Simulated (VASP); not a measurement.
# Mo (Im-3m) in VASP: notebook

The runs below take Mo through relaxation of cell and atoms, single point, with PBE.

Everything below comes from runs of VASP 6.6.1. Logs are shortened: lines on timing, memory, paths and dates and some standing lists are left out, and cuts for length are marked.

### Step 1. The structure

It takes space group Im-3m (No. 229, cubic). Conventional cell: a = 3.147 Å, b = 3.147 Å, c = 3.147 Å, α = 90.00°, β = 90.00°, γ = 90.00°. Around Mo (site symmetry m-3m) lie 8 Mo at 2.73 Å.

### Step 2. Relaxation of cell and atoms, PBE

File INCAR:

```
PREC = Accurate
ENCUT = 700
EDIFF = 1E-7
ISMEAR = 0
SIGMA = 0.1
LREAL = F
LASPH = T
NELM = 80
ALGO = Normal
ISIF = 3
LWAVE = F
LCHARG = F
GGA = PE
IBRION = 2
NSW = 80
EDIFFG = -0.002
```

File KPOINTS:

```
regular mesh
0
Gamma
  18 18 18
```

File POSCAR:

```
Mo
1.0
   -1.5734150000      1.5734150000      1.5734150000
    1.5734150000     -1.5734150000      1.5734150000
    1.5734150000      1.5734150000     -1.5734150000
Mo
1
Direct
    0.0000000000      0.0000000000      0.0000000000
```

Potentials or basis: VASP PAW PBE potentials, release 64 (Mo_sv).

On the command line:

```
cat potpaw_PBE.64/Mo_sv/POTCAR > POTCAR
mpirun -np 1 vasp_std > vasp.out
```

OUTCAR:

```text
PREC = Accurate
   ENCUT = 700
   EDIFF = 1E-7
   ISMEAR = 0
   LREAL = F
   LASPH = T
   NELM = 80
   ISIF = 3
   GGA = PE
   IBRION = 2
   NSW = 80
   EDIFFG = -0.002

 ion  position               nearest neighbor table
   1  0.000  0.000  0.000-

  LATTYP: Found a body centered cubic cell.
 ALAT       =     3.1468300000

  Lattice vectors:

 A1 = (  -1.5734150000,   1.5734150000,   1.5734150000)
 A2 = (   1.5734150000,  -1.5734150000,   1.5734150000)
 A3 = (   1.5734150000,   1.5734150000,  -1.5734150000)

Analysis of symmetry for initial positions (statically):
=====================================================================
 Subroutine PRICEL returns:
 Original cell was already a primitive cell.

 Routine SETGRP: Setting up the symmetry group for a
 body centered cubic supercell.

 Subroutine GETGRP returns: Found 48 space group operations
 (whereof 48 operations were pure point group operations)
 out of a pool of 48 trial point group operations.

The static configuration has the point symmetry O_h .

Analysis of symmetry for dynamics (positions and initial velocities):
=====================================================================
 Subroutine PRICEL returns:
 Original cell was already a primitive cell.

 Routine SETGRP: Setting up the symmetry group for a
 body centered cubic supercell.

 Subroutine GETGRP returns: Found 48 space group operations
 (whereof 48 operations were pure point group operations)
 out of a pool of 48 trial point group operations.

The dynamic configuration has the point symmetry O_h .

 Subroutine INISYM returns: Found 48 space group operations
 (whereof 48 operations are pure point group operations),
 and found     1 'primitive' translations

----------------------------------------------------------------------------------------

                                     Primitive cell

  volume of cell :      15.5808

  direct lattice vectors                    reciprocal lattice vectors
    -1.573415000  1.573415000  1.573415000     0.000000000  0.317780115  0.317780115
     1.573415000 -1.573415000  1.573415000     0.317780115  0.000000000  0.317780115
     1.573415000  1.573415000 -1.573415000     0.317780115  0.317780115  0.000000000

  length of vectors
     2.725234721  2.725234721  2.725234721     0.449408949  0.449408949  0.449408949

  position of ions in fractional coordinates (direct lattice)
     0.000000000  0.000000000  0.000000000

  ion indices of the primitive-cell ions
   primitive index   ion index
                 1           1

----------------------------------------------------------------------------------------

 KPOINTS: regular mesh

Automatic generation of k-mesh.
 Grid dimensions read from file:
 generate k-points for:   18   18   18

 Generating k-lattice:

  Cartesian coordinates                     Fractional coordinates (reciprocal lattice)
     0.000000000  0.017654451  0.017654451     0.055555556  0.000000000  0.000000000
     0.017654451  0.000000000  0.017654451     0.000000000  0.055555556  0.000000000
     0.017654451  0.017654451  0.000000000     0.000000000  0.000000000  0.055555556

  Length of vectors
     0.024967164  0.024967164  0.024967164

  Shift w.r.t. Gamma in fractional coordinates (k-lattice)
     0.000000000  0.000000000  0.000000000

 Subroutine IBZKPT returns following result:
 ===========================================

 Found    195 irreducible k-points:

 Following reciprocal coordinates:
            Coordinates               Weight
  0.000000  0.000000  0.000000      1.000000
  0.055556  0.000000  0.000000     12.000000
  0.111111  0.000000  0.000000     12.000000
  0.166667  0.000000  0.000000     12.000000
  0.222222  0.000000  0.000000     12.000000
  0.277778  0.000000  0.000000     12.000000
[... 16 lines left out ...]
  0.333333  0.111111 -0.000000     48.000000
  0.388889  0.111111  0.000000     48.000000
 [... further k-points ...]
   k-points           NKPTS =    195   k-points in BZ     NKDIM =    195   number of bands    NBANDS=     11
   number of dos      NEDOS =    301   number of ions     NIONS =      1
   total plane-waves  NPLWV =  13824
   dimension x,y,z NGX =    24 NGY =   24 NGZ =   24
   dimension x,y,z NGXF=    48 NGYF=   48 NGZF=   48
   ions per type =               1
   NGX,Y,Z   is equivalent  to a cutoff of  14.64, 14.64, 14.64 a.u.
   NGXF,Y,Z  is equivalent  to a cutoff of  29.28, 29.28, 29.28 a.u.
 SYSTEM =  unknown system
   PREC   = accura    normal or accurate (medium, high low for compatibility)
   ISTART =      0    job   : 0-new  1-cont  2-samecut
   ICHARG =      2    charge: 1-file 2-atom 10-const
   ISPIN  =      1    spin polarized calculation?
   LNONCOLLINEAR =      F non collinear calculations
   LSORBIT =      F    spin-orbit coupling
   LASPH  =      T    aspherical Exc in radial PAW
   ENCUT  =  700.0 eV  51.45 Ry    7.17 a.u.   5.88  5.88  5.88*2*pi/ulx,y,z
   NELM   =     80;   NELMIN=  2; NELMDL= -5     # of ELM steps
   EDIFF  = 0.1E-06   stopping-criterion for ELM
   LREAL  =      F    real-space projection
   EDIFFG = -.2E-02   stopping-criterion for IOM
   NSW    =     80    number of steps for IOM
   IBRION =      2    ionic relax: 0-MD 1-quasi-New 2-CG
   NFREE  =      1    steps in history (QN), initial steepest desc. (CG)
   ISIF   =      3    stress and relaxation
   ISYM   =      2    0-nonsym 1-usesym 2-fastsym
   POTIM  = 0.5000    time-step for ionic-motion
   TEBEG  =    0.0;   TEEND  =   0.0 temperature during run
   PSTRESS=    0.0 pullay stress
   NELECT =      14.0000    total number of electrons
   NUPDOWN=      -1.0000    fix difference up-down
   EMIN   =  10.00;   EMAX   =-10.00  energy-range for DOS
   EFERMI =   0.00;   METHOD = LEGACY
   ISMEAR =     0;   SIGMA  =   0.10  broadening in eV -4-tet -1-fermi 0-gaus
   EFERMI_NEDOS =   21; number of points for ismear=-14 and -15
   IALGO  =     38    algorithm
   IMIX   =      4    mixing-type and parameters
     AMIX     =   0.40;   BMIX     =  1.00
     AMIX_MAG =   1.60;   BMIX_MAG =  1.00
  volume/ion in A,a.u.               =      15.58       105.14
  Fermi-wavevector in a.u.,A,eV,Ry     =   1.579747  2.985289 33.954710  2.495601
  Thomas-Fermi vector in A             =   2.680079
   LORBIT       =      0    0 simple, 1 ext, 2 COOP (PROOUT), +10 PAW based schemes
   GGA     = PE    functional components
   LHFCALC =     F    Hartree Fock is set to
   AEXX    =    0.0000 exact exchange contribution
   IVDW    =     0    specifies the selected vdW correction
   LEPSILON=     F    determine dielectric tensor
   LRPA    =     F    only Hartree local field effects (RPA)
 conjugate gradient relaxation of ions
 non-spin polarized calculation
 Gauss-broadening in eV      SIGMA  =   0.10
  energy-cutoff  :      700.00
  volume of cell :       15.58
 maximum number of plane-waves:       682
   NGX = 11   NGY = 11   NGZ = 11

--------------------------------------- Ionic step        1  -------------------------------------------

 number of electron      14.0000002 magnetization

 Free energy of the ion-electron system (eV)
  ---------------------------------------------------
  ext. energy  EPLUGINS =         0.00000000
  ---------------------------------------------------
  free energy    TOTEN  =       -10.93235526 eV

  energy without entropy =      -10.92986276  energy(sigma->0) =      -10.93110901

------------------------ aborting loop because EDIFF is reached ----------------------------------------

  FORCE on cell =-STRESS in cart. coord.  units (eV):
  Direction    XX          YY          ZZ          XY          YZ          ZX
  --------------------------------------------------------------------------------------
  -------------------------------------------------------------------------------------
  Total        0.3885902      0.3885902      0.3885902     -0.0000000     -0.0000000      0.0000000
  in kB       39.9588125     39.9588125     39.9588125     -0.0000000     -0.0000000      0.0000000
  external PRESSURE =      39.9588125 kB  Pullay stress =       0.0000000 kB
[... 195 lines left out ...]
  energy  without entropy=      -10.9325411721  energy(sigma->0) =      -10.93387875

--------------------------------------- Ionic step        7  -------------------------------------------

 number of electron      14.0000002 magnetization

 Free energy of the ion-electron system (eV)
  ---------------------------------------------------
  ext. energy  EPLUGINS =         0.00000000
  ---------------------------------------------------
  free energy    TOTEN  =       -10.93521633 eV

  energy without entropy =      -10.93254115  energy(sigma->0) =      -10.93387874

 E-fermi :  12.4254     XC(G=0): -13.3254

 val. band max:       12.4038189519   @ k =   0.3889   0.1111   0.0000
 cond. band min:      12.4296653102   @ k =  -0.3889   0.4444   0.2778
 fundamental gap:      0.0258463583
 Fermi energy:        12.4253621262

 k-point     1 :       0.0000    0.0000    0.0000
  band No.  band energies     occupation
      1     -48.8714      2.00000
      2     -22.1649      2.00000
      3     -22.1649      2.00000
      4     -22.1649      2.00000
      5       5.2115      2.00000
      6      11.0662      2.00000
      7      11.0662      2.00000
      8      11.0662      2.00000
      9      14.0493      0.00000
     10      14.0493      0.00000
     11      27.2230      0.00000
[... 309 lines left out ...]
 k-point    24 :       0.3889    0.1111    0.0000
  band No.  band energies     occupation
      1     -48.6187      2.00000
      2     -23.4307      2.00000
      3     -22.6333      2.00000
      4     -22.2341      2.00000
      5       7.5604      2.00000
      6       9.2152      2.00000
      7      12.4038      1.23938
      8      13.9490      0.00000
      9      15.0641      0.00000
     10      17.7136      0.00000
     11      23.9674      0.00000

 [... further k-points ...]

------------------------ aborting loop because EDIFF is reached ----------------------------------------

  FORCE on cell =-STRESS in cart. coord.  units (eV):
  Direction    XX          YY          ZZ          XY          YZ          ZX
  --------------------------------------------------------------------------------------
  -------------------------------------------------------------------------------------
  Total        0.0019214      0.0019214      0.0019214     -0.0000000     -0.0000000      0.0000000
  in kB        0.1946752      0.1946752      0.1946752     -0.0000000     -0.0000000      0.0000000
  external PRESSURE =       0.1946752 kB  Pullay stress =       0.0000000 kB
[... 16 lines left out ...]
  FREE ENERGIE OF THE ION-ELECTRON SYSTEM (eV)
  ---------------------------------------------------
  free  energy   TOTEN  =       -10.9352163271 eV

  energy  without entropy=      -10.9325411456  energy(sigma->0) =      -10.93387874

 reached required accuracy - stopping structural energy minimisation
```

It took 2 min on 1 thread of Intel Xeon Platinum 8175M at 2.50GHz (Skylake/Cascade Lake), shared host; peak memory 0.19 GiB.

What came out:

| Item | Value |
| --- | --- |
| Free energy | -10.9352 eV |
| Relaxed volume | 15.81 Å³/atom |
| Relaxed cell | a = 2.739 Å, b = 2.739 Å, c = 2.739 Å, α = 109.47°, β = 109.47°, γ = 109.47° |
| Space group after relaxing (to 0.05 Å) | Im-3m (No. 229) |
| Energy gained by relaxing | 2.9 meV/atom |
| Ionic steps | 7 |
| Pressure after relaxing | 0.0 GPa |
| Band gap on the k mesh | none (metal or under the smearing width) |

The path:
| step | energy change (eV) | largest force (eV/Å) | pressure (GPa) | volume (Å³) |
| --- | --- | --- | --- | --- |
| 1 | 0.0000 | 0.0000 | 4.00 | 15.58 |
| 2 | 0.0179 | 0.0000 | -9.73 | 16.47 |
| 3 | -0.0029 | 0.0000 | -0.06 | 15.82 |
| 4 | -0.0029 | 0.0000 | 0.02 | 15.81 |
| 5 | -0.0029 | 0.0000 | 0.02 | 15.81 |
| 6 | -0.0029 | 0.0000 | 0.02 | 15.81 |
| 7 | -0.0029 | 0.0000 | 0.02 | 15.81 |

Final structure:
```
CELL_PARAMETERS angstrom
-1.58119 1.58119 1.58119
1.58119 -1.58119 1.58119
1.58119 1.58119 -1.58119
ATOMIC_POSITIONS crystal
Mo 0.00000 0.00000 0.00000
```

PBE usually gives volumes a little too large and moduli too small. Zero-point motion and thermal expansion aren't in these numbers.

[end of part 1 of 2]
